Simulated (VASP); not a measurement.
# Ni (Fm-3m) in VASP: further runs

The runs below take Ni through single point, with PBE.

All numbers are computed with VASP 6.6.1; they aren't measurements. Logs are shortened: lines on timing, memory, paths and dates and some standing lists are left out, and cuts for length are marked.

## 1. Starting point

It takes space group Fm-3m (No. 225, cubic). The conventional cell has a = 3.524 Å, b = 3.524 Å, c = 3.524 Å, α = 90.00°, β = 90.00°, γ = 90.00°. Around Ni (site symmetry m-3m) lie 12 Ni at 2.49 Å.

## 2. Single point, PBE, collinear spin, ferromagnetic start

INCAR

```
ALGO = Fast
EDIFF = 1E-7
ENCUT = 250
GGA = PE
ISIF = 2
ISMEAR = 0
ISPIN = 2
LASPH = T
LCHARG = F
LMAXMIX = 4
LORBIT = 11
LREAL = F
LWAVE = F
MAGMOM = 0.8
NELM = 120
PREC = Accurate
SIGMA = 0.1
```

KPOINTS

```
k-points
0
Gamma
  14 14 14
```

POSCAR

```
Ni
1.0
    0.0000000000      1.7619350000      1.7619350000
    1.7619350000      0.0000000000      1.7619350000
    1.7619350000      1.7619350000      0.0000000000
Ni
1
Direct
    0.0000000000      0.0000000000      0.0000000000
```

Potentials or basis: VASP PAW PBE potentials, release 64 (Ni).

On the command line:

```
$ cat potpaw_PBE.64/Ni/POTCAR > POTCAR
$ mpirun -np 1 vasp_std > vasp.out
```

OUTCAR:

```text
EDIFF = 1E-7
   ENCUT = 250
   GGA = PE
   ISIF = 2
   ISMEAR = 0
   ISPIN = 2
   LASPH = T
   LORBIT = 11
   LREAL = F
   NELM = 120
   PREC = Accurate

 ion  position               nearest neighbor table
   1  0.000  0.000  0.000-

  LATTYP: Found a face centered cubic cell.
 ALAT       =     3.5238700000

  Lattice vectors:

 A1 = (   0.0000000000,   1.7619350000,   1.7619350000)
 A2 = (   1.7619350000,   0.0000000000,   1.7619350000)
 A3 = (   1.7619350000,   1.7619350000,   0.0000000000)

Analysis of symmetry for initial positions (statically):
=====================================================================
 Subroutine PRICEL returns:
 Original cell was already a primitive cell.

 Routine SETGRP: Setting up the symmetry group for a
 face centered cubic supercell.

 Subroutine GETGRP returns: Found 48 space group operations
 (whereof 48 operations were pure point group operations)
 out of a pool of 48 trial point group operations.

The static configuration has the point symmetry O_h .

Analysis of symmetry for dynamics (positions and initial velocities):
=====================================================================
 Subroutine PRICEL returns:
 Original cell was already a primitive cell.

 Routine SETGRP: Setting up the symmetry group for a
 face centered cubic supercell.

 Subroutine GETGRP returns: Found 48 space group operations
 (whereof 48 operations were pure point group operations)
 out of a pool of 48 trial point group operations.

The dynamic configuration has the point symmetry O_h .

Analysis of structural, dynamic, and magnetic symmetry:
=====================================================================
 Subroutine PRICEL returns:
 Original cell was already a primitive cell.

 Routine SETGRP: Setting up the symmetry group for a
 face centered cubic supercell.

 Subroutine GETGRP returns: Found 48 space group operations
 (whereof 48 operations were pure point group operations)
 out of a pool of 48 trial point group operations.

The overall configuration has the point symmetry O_h .

 Subroutine INISYM returns: Found 48 space group operations
 (whereof 48 operations are pure point group operations),
 and found     1 'primitive' translations

----------------------------------------------------------------------------------------

                                     Primitive cell

  volume of cell :      10.9396

  direct lattice vectors                    reciprocal lattice vectors
     0.000000000  1.761935000  1.761935000    -0.283778914  0.283778914  0.283778914
     1.761935000  0.000000000  1.761935000     0.283778914 -0.283778914  0.283778914
     1.761935000  1.761935000  0.000000000     0.283778914  0.283778914 -0.283778914

  length of vectors
     2.491752373  2.491752373  2.491752373     0.491519496  0.491519496  0.491519496

  position of ions in fractional coordinates (direct lattice)
     0.000000000  0.000000000  0.000000000

  ion indices of the primitive-cell ions
   primitive index   ion index
                 1           1

----------------------------------------------------------------------------------------

 KPOINTS: k-points

Automatic generation of k-mesh.
 Grid dimensions read from file:
 generate k-points for:   14   14   14

 Generating k-lattice:

  Cartesian coordinates                     Fractional coordinates (reciprocal lattice)
    -0.020269922  0.020269922  0.020269922     0.071428571  0.000000000  0.000000000
     0.020269922 -0.020269922  0.020269922     0.000000000  0.071428571  0.000000000
     0.020269922  0.020269922 -0.020269922     0.000000000  0.000000000  0.071428571

  Length of vectors
     0.035108535  0.035108535  0.035108535

  Shift w.r.t. Gamma in fractional coordinates (k-lattice)
     0.000000000  0.000000000  0.000000000

 Subroutine IBZKPT returns following result:
 ===========================================

 Found    104 irreducible k-points:

 Following reciprocal coordinates:
            Coordinates               Weight
  0.000000  0.000000  0.000000      1.000000
  0.071429  0.000000  0.000000      8.000000
  0.142857  0.000000  0.000000      8.000000
  0.214286  0.000000  0.000000      8.000000
  0.285714  0.000000  0.000000      8.000000
  0.357143  0.000000  0.000000      8.000000
[... 16 lines left out ...]
  0.214286  0.142857  0.000000     24.000000
  0.285714  0.142857  0.000000     24.000000
 [... further k-points ...]
   k-points           NKPTS =    104   k-points in BZ     NKDIM =    104   number of bands    NBANDS=      9
   number of dos      NEDOS =    301   number of ions     NIONS =      1
   total plane-waves  NPLWV =   2744
   dimension x,y,z NGX =    14 NGY =   14 NGZ =   14
   dimension x,y,z NGXF=    28 NGYF=   28 NGZF=   28
   ions per type =               1
   NGX,Y,Z   is equivalent  to a cutoff of   9.34,  9.34,  9.34 a.u.
   NGXF,Y,Z  is equivalent  to a cutoff of  18.68, 18.68, 18.68 a.u.
 SYSTEM =  unknown system
   PREC   = accura    normal or accurate (medium, high low for compatibility)
   ISTART =      0    job   : 0-new  1-cont  2-samecut
   ICHARG =      2    charge: 1-file 2-atom 10-const
   ISPIN  =      2    spin polarized calculation?
   LNONCOLLINEAR =      F non collinear calculations
   LSORBIT =      F    spin-orbit coupling
   LASPH  =      T    aspherical Exc in radial PAW
   ENCUT  =  250.0 eV  18.37 Ry    4.29 a.u.   3.21  3.21  3.21*2*pi/ulx,y,z
   NELM   =    120;   NELMIN=  2; NELMDL= -5     # of ELM steps
   EDIFF  = 0.1E-06   stopping-criterion for ELM
   LREAL  =      F    real-space projection
   EDIFFG = 0.1E-05   stopping-criterion for IOM
   NSW    =      0    number of steps for IOM
   IBRION =     -1    ionic relax: 0-MD 1-quasi-New 2-CG
   NFREE  =      0    steps in history (QN), initial steepest desc. (CG)
   ISIF   =      2    stress and relaxation
   ISYM   =      2    0-nonsym 1-usesym 2-fastsym
   POTIM  = 0.5000    time-step for ionic-motion
   TEBEG  =    0.0;   TEEND  =   0.0 temperature during run
   PSTRESS=    0.0 pullay stress
   NELECT =      10.0000    total number of electrons
   NUPDOWN=      -1.0000    fix difference up-down
   EMIN   =  10.00;   EMAX   =-10.00  energy-range for DOS
   EFERMI =   0.00;   METHOD = LEGACY
   ISMEAR =     0;   SIGMA  =   0.10  broadening in eV -4-tet -1-fermi 0-gaus
   EFERMI_NEDOS =   21; number of points for ismear=-14 and -15
   IALGO  =     68    algorithm
   IMIX   =      4    mixing-type and parameters
     AMIX     =   0.40;   BMIX     =  1.00
     AMIX_MAG =   1.60;   BMIX_MAG =  1.00
  volume/ion in A,a.u.               =      10.94        73.82
  Fermi-wavevector in a.u.,A,eV,Ry     =   1.588821  3.002436 34.345893  2.524352
  Thomas-Fermi vector in A             =   2.687765
   LORBIT       =     11    0 simple, 1 ext, 2 COOP (PROOUT), +10 PAW based schemes
   GGA     = PE    functional components
   LHFCALC =     F    Hartree Fock is set to
   AEXX    =    0.0000 exact exchange contribution
   IVDW    =     0    specifies the selected vdW correction
   LEPSILON=     F    determine dielectric tensor
   LRPA    =     F    only Hartree local field effects (RPA)
 spin polarized calculation
 RMM-DIIS sequential band-by-band and
 Gauss-broadening in eV      SIGMA  =   0.10
  energy-cutoff  :      250.00
  volume of cell :       10.94
 maximum number of plane-waves:       113
 NGX is ok and might be reduce to    14
   NGX =  7   NGY =  7   NGZ =  7

 number of electron      10.0000000 magnetization       0.8000000

 number of electron       9.9999995 magnetization       0.5868757

 Free energy of the ion-electron system (eV)
  ---------------------------------------------------
  ext. energy  EPLUGINS =         0.00000000
  ---------------------------------------------------
  free energy    TOTEN  =        -5.44073251 eV

  energy without entropy =       -5.43043951  energy(sigma->0) =       -5.43558601

 E-fermi :   9.2547     XC(G=0): -13.2174

 val. band max:        9.2515746033   @ k =   0.3571   0.2143   0.0000
 cond. band min:       9.2610452982   @ k =  -0.3571   0.2857   0.0714
 fundamental gap:      0.0094706950
 Fermi energy:         9.2547335808

 spin component 1

 k-point     1 :       0.0000    0.0000    0.0000
  band No.  band energies     occupation
      1       0.3298      1.00000
      2       6.8586      1.00000
      3       6.8586      1.00000
      4       6.8586      1.00000
      5       8.0190      1.00000
      6       8.0190      1.00000
      7      33.0221      0.00000
      8      36.8109      0.00000
      9      36.8109      0.00000
[... 265 lines left out ...]
 k-point    24 :       0.2857    0.1429    0.0000
  band No.  band energies     occupation
      1       2.9680      1.00000
      2       6.2258      1.00000
      3       7.1228      1.00000
      4       7.3770      1.00000
      5       7.9900      1.00000
      6       8.3618      1.00000
      7      24.8314      0.00000
      8      30.3272      0.00000
      9      31.1052      0.00000

 [... further k-points ...]

 spin component 2

 k-point     1 :       0.0000    0.0000    0.0000
  band No.  band energies     occupation
      1       0.2861      1.00000
      2       7.5706      1.00000
      3       7.5706      1.00000
      4       7.5706      1.00000
      5       8.5670      1.00000
      6       8.5670      1.00000
      7      32.8494      0.00000
      8      36.7853      0.00000
      9      36.7854      0.00000
[... 265 lines left out ...]
 k-point    24 :       0.2857    0.1429    0.0000
  band No.  band energies     occupation
      1       2.9537      1.00000
      2       6.8600      1.00000
      3       7.7066      1.00000
      4       8.0552      1.00000
      5       8.6265      1.00000
      6       8.9715      0.99997
      7      24.9299      0.00000
      8      30.3919      0.00000
      9      31.0514      0.00000

 [... further k-points ...]

------------------------ aborting loop because EDIFF is reached ----------------------------------------

  FORCE on cell =-STRESS in cart. coord.  units (eV):
  Direction    XX          YY          ZZ          XY          YZ          ZX
  --------------------------------------------------------------------------------------
  -------------------------------------------------------------------------------------
  Total       -1.0351520     -1.0351520     -1.0351520      0.0000000      0.0000000      0.0000000
  in kB     -151.6055418   -151.6055418   -151.6055418      0.0000000      0.0000000      0.0000000
  external PRESSURE =    -151.6055418 kB  Pullay stress =       0.0000000 kB

 VOLUME and BASIS-vectors are now :
 -----------------------------------------------------------------------------
  energy-cutoff  :      250.00
  volume of cell :       10.94
      direct lattice vectors                 reciprocal lattice vectors
     0.000000000  1.761935000  1.761935000    -0.283778914  0.283778914  0.283778914
     1.761935000  0.000000000  1.761935000     0.283778914 -0.283778914  0.283778914
     1.761935000  1.761935000  0.000000000     0.283778914  0.283778914 -0.283778914

 POSITION                                       TOTAL-FORCE (eV/Angst)
 -----------------------------------------------------------------------------------
      0.00000      0.00000      0.00000         0.000000      0.000000      0.000000
 -----------------------------------------------------------------------------------
    total drift:                               -0.000000     -0.000000     -0.000000

  FREE ENERGIE OF THE ION-ELECTRON SYSTEM (eV)
  ---------------------------------------------------
  free  energy   TOTEN  =        -5.4407325094 eV

  energy  without entropy=       -5.4304395057  energy(sigma->0) =       -5.43558601

 total charge

# of ion       s       p       d       tot
------------------------------------------
    1        0.492   0.488   8.338   9.319

 magnetization (x)

# of ion       s       p       d       tot
------------------------------------------
    1       -0.008  -0.026   0.635   0.602
```

Run time: 8.1 s. Hardware: 1 thread of Intel Xeon Platinum 8259CL at 2.50GHz (Skylake/Cascade Lake), shared host; peak memory 0.11 GiB.

The run converged, but a check on its numbers failed (symmetry, net force, bounds or a known fault of this set-up), so they aren't taken as properties of the crystal.

Caveat: the cutoff lies under the usual one of these potentials, so the numbers hold a large basis-set error.

## 3. Single point, PBE, collinear spin, ferromagnetic start

Changes to INCAR since step 2:

```diff
@@ -2,3 +2,3 @@
 EDIFF = 1E-7
-ENCUT = 250
+ENCUT = 300
 GGA = PE
```

KPOINTS is that of step 2.

POSCAR is that of step 2.

Potentials or basis: VASP PAW PBE potentials, release 64 (Ni).

On the command line:

```
$ cat potpaw_PBE.64/Ni/POTCAR > POTCAR
$ mpirun -np 1 vasp_std > vasp.out
```

Run time: 8.3 s. Hardware: 1 thread of Intel Xeon Platinum 8259CL at 2.50GHz (Skylake/Cascade Lake), shared host; peak memory 0.12 GiB.

The run converged. Its results:

```yaml
Free_energy: -5.4818 eV
Band_gap_on_the_k_mesh: none (metal or under the smearing width)
Net_moment: 0.59 μB per cell
Site_moments: Ni +0.61 μB
Valence_electrons_inside_the_program's_atomic_spheres: Ni 9.29
```

Levels at points of the mesh, in eV from the Fermi level:
Spin up:
| k point | band 1 | band 2 | band 3 | band 4 | band 5 | band 6 | band 7 | band 8 | band 9 |
| --- | --- | --- | --- | --- | --- | --- | --- | --- | --- |
| (0.00, 0.00, 0.00) | -8.98 | -2.40 | -2.40 | -2.40 | -1.24 | -1.24 | 23.68 | 27.50 | 27.50 |
| (0.50, 0.00, 0.00) | -4.80 | -2.38 | -2.38 | -0.58 | -0.58 | -0.29 | 5.63 | 22.17 | 24.58 |
| (0.50, 0.50, 0.00) | -4.61 | -4.15 | -0.53 | -0.46 | -0.46 | 2.44 | 9.18 | 14.77 | 14.77 |
Spin down:
```
           k point  band 2  band 3  band 4  band 5  band 6  band 7  band 8  band 9
(0.00, 0.00, 0.00)   -1.68   -1.68   -1.68   -0.68   -0.68   23.51   27.47   27.47
(0.50, 0.00, 0.00)   -1.80   -1.80   -0.36    0.14    0.14    6.03   22.02   24.65
(0.50, 0.50, 0.00)   -3.56    0.05    0.37    0.37    2.39    9.41   14.77   14.77
```

Caveat: the cutoff is under 1.25 times the usual one of these potentials, so pressure, stress and relaxed cells hold a basis-set (Pulay) error.

## 4. Single point, PBE, collinear spin, ferromagnetic start

Changes to INCAR since step 3:

```diff
@@ -2,3 +2,3 @@
 EDIFF = 1E-7
-ENCUT = 300
+ENCUT = 350
 GGA = PE
```

KPOINTS is that of step 3.

POSCAR is that of step 3.

On the command line:

```
$ cat potpaw_PBE.64/Ni/POTCAR > POTCAR
$ mpirun -np 1 vasp_std > vasp.out
```

It took 9.8 s on 1 thread of Intel Xeon Platinum 8259CL at 2.50GHz (Skylake/Cascade Lake), shared host; peak memory 0.12 GiB.

It converged, with:

* Free energy: -5.4775 eV
* Pressure: -1.5 GPa
* Band gap on the k mesh: none (metal or under the smearing width)
* Net moment: 0.59 μB per cell
* Site moments: Ni +0.61 μB
* Valence electrons inside the program's atomic spheres: Ni 9.29

Levels at points of the mesh, in eV from the Fermi level:
Spin up:
| k point | band 3 | band 4 | band 5 | band 6 | band 7 | band 8 |
| --- | --- | --- | --- | --- | --- | --- |
| (0.00, 0.00, 0.00) | -2.40 | -2.40 | -1.24 | -1.24 | 23.68 | 27.49 |
| (0.50, 0.00, 0.00) | -2.38 | -0.59 | -0.59 | -0.29 | 5.63 | 22.17 |
| (0.50, 0.50, 0.00) | -0.53 | -0.46 | -0.46 | 2.44 | 9.18 | 14.77 |
Spin down:
| k point | band 3 | band 4 | band 5 | band 6 | band 7 | band 8 |
| --- | --- | --- | --- | --- | --- | --- |
| (0.00, 0.00, 0.00) | -1.68 | -1.68 | -0.68 | -0.68 | 23.50 | 27.47 |
| (0.50, 0.00, 0.00) | -1.80 | -0.36 | 0.14 | 0.14 | 6.03 | 22.02 |
| (0.50, 0.50, 0.00) | 0.05 | 0.37 | 0.37 | 2.39 | 9.40 | 14.77 |

(Continued in part 2 of 2.)
